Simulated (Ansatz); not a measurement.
MoS₂, DFT, PBE, all-electron PAW with datasets made for the crystal, scalar-relativistic (Ansatz 0.2.0), run on 1 thread of Intel(R) Xeon(R) 6975P-C (Granite Rapids) on a shared host.

The geometry is COD entry 9007661, unchecked; take it as a test cell. The listed cell was then made from it by scaling, straining or moving an atom.

Command: `ansatz run input.yaml --threads 1 --pin off --max-ram 4096MiB --backend cpu --events-out ev --progress --plain --runs-dir out`

```yaml
crystal:
  lattice:
    - [1.5815003568, 0.9130796567, 6.1845633]
    - [-1.5815003568, 0.9130796567, 6.1845633]
    - [0.0, -1.8261593134, 6.1845633]
  atoms:
    - { symbol: Mo, position: [0.0, 0.0, 0.0] }
    - { symbol: S, position: [0.7484, 0.7484, 0.7484] }
    - { symbol: S, position: [0.5849, 0.5849, 0.5849] }
kpoints:
  mp_grid: { grid: [13, 13, 13] }
scf:
  occupations: { method: fermi_dirac, width: 0.05 }
hamiltonian:
  xc: pbe
  pseudopotentials: { kind: all_electron, datasets: crystal }
output:
  forces: true
  stress: true
  eigenvalues: true
  efg: { contact_densities: true }
```

(1) How large is the problem that the program sets up?

(2) About how long does it take, and how much memory does it use?

(3) And the same cell and mesh by frozen-core PAW, asked for forces, stress, eigenvalues, efg, on the same hardware?

## Answers

(1) 231 irreducible k-points, 635 plane waves at Γ, 19 bands.

(2) 37 s of wall time for 11 SCF iterations, with a peak of 1.3 GiB. Times on shared machines scatter by tens of per cent.

(3) 9.8 s, peak memory 0.58 GiB.
